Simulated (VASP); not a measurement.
A run of VASP 6.6.1 is set up as follows.

File INCAR:

```
ALGO = Normal ; EDIFF = 1E-7
EDIFFG = -0.01 ; ENCUT = 600
GGA = PE ; IBRION = 2
ISIF = 2 ; ISMEAR = 0
LASPH = True ; LCHARG = False
LREAL = False ; LWAVE = False
NELM = 80 ; NSW = 40
PREC = Accurate ; SIGMA = 0.03
```

File KPOINTS:

```
k-points
0
Gamma
  10 10 10
```

File POSCAR:

```
SiC                                     
1.0
    0.0000000000      2.2037420853      2.2037420853
    2.2037420853      0.0000000000      2.2037420853
    2.2037420853      2.2037420853      0.0000000000
  Si              C             
     1     1
Direct
     0.0000000000000000    0.0000000000000000    0.0000000000000000
     0.2500000000000000    0.2500000000000000    0.2500000000000000
```

Potentials or basis: VASP PAW PBE potentials, release 64 (Si, C).

Run with:

```console
$ cat potpaw_PBE.64/Si/POTCAR potpaw_PBE.64/C/POTCAR > POTCAR
$ mpirun -np 1 vasp_std > vasp.out
```

**Question.** What does it give for the band gap on the k mesh?

**Answer.** 1.39 eV, indirect (least direct gap 4.51 eV).

Final structure:
```
Si C
1.0
     0.00000    2.20374    2.20374
     2.20374    0.00000    2.20374
     2.20374    2.20374    0.00000
Si C
1 1
Direct
  0.00000 0.00000 0.00000
  0.25000 0.25000 0.25000
```

Caveat: the relaxation stopped at its first step, so nothing moved. A k mesh can miss the band edges.
